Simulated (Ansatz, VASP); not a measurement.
**Be: VASP beside Ansatz**

```
Be
1.0
     2.22952    0.00000    0.00000
    -1.11476    1.93082    0.00000
     0.00000    0.00000    3.50833
Be
2
Cartesian
  0.0000 1.2872 0.8771
  1.1148 0.6436 2.6312
```

Alike in both runs: task single point; functional LDA; k mesh 16 × 16 × 9; occupations methfessel-paxton of order 1, width 0.01 eV; no spin polarisation.

|  | VASP | Ansatz |
| --- | --- | --- |
| version | VASP 6.6.1 | Ansatz 0.2.0 |
| potentials or method | VASP PAW LDA potentials, release 64 (Be) | plane waves (420 eV) with PAW, scalar-relativistic |
| plane-wave cutoff (eV) | 520 | 420 |
| valence electrons in the cell | 4 | 4 |

```csv
,VASP,Ansatz,Ansatz less VASP
pressure (GPa),0.4,0.0,-0.45
largest component of the traceless stress (GPa),0.28,0.29,+0.007
```

Ansatz warned: «pseudo_functional_mismatch».
